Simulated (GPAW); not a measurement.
Ru:

```
Ru
1.0
     2.70580    0.00000    0.00000
    -1.35290    2.34329    0.00000
     0.00000    0.00000    4.28190
Ru
2
Direct
  0.66667 0.33333 0.75000
  0.33333 0.66667 0.25000
```

```yaml
Program: GPAW 26.7.0
Task: relaxation of cell and atoms
Functional: PBE
Dispersion: D3
Potentials_or_basis: GPAW PAW data sets (gpaw-data 1.2.1)
Cutoff: 600 eV
Basis: pw
k_mesh: 8 × 8 × 5
Occupations: fermi-dirac, width 0.05 eV
Spin: no spin polarisation
```

At the start: pressure -4.7 GPa; volume 13.57 Å³/atom.

**Question.** Where does the relaxation end?

**Answer.** Over 6 steps the energy falls by 2.6 meV/atom and the volume is 13.37 Å³/atom (-1.5 %); space group P6_3/mmc (No. 194, to 0.05 Å).

The path:
```tsv
step	energy change (eV)	largest force (eV/Å)	pressure (GPa)	volume (Å³)
1	0.0000	0.0001	-4.69	27.15
2	-0.0036	0.0001	-2.81	26.99
3	-0.0052	0.0000	0.30	26.73
4	-0.0052	0.0000	0.27	26.74
5	-0.0052	0.0000	0.21	26.74
6	-0.0052	0.0000	0.13	26.75
```

Final structure:
```yaml
crystal:
  lattice:
    - [2.69352, 0.00000, 0.00000]
    - [-1.34676, 2.33266, 0.00000]
    - [0.00000, 0.00000, 4.25695]
  atoms:
    - { symbol: Ru, position: [0.66667, 0.33333, 0.75000] }
    - { symbol: Ru, position: [0.33333, 0.66667, 0.25000] }
```

Caveat: later steps reuse the first step's grids; pairwise dispersion overbinds metals, which lowers pressure and volume.
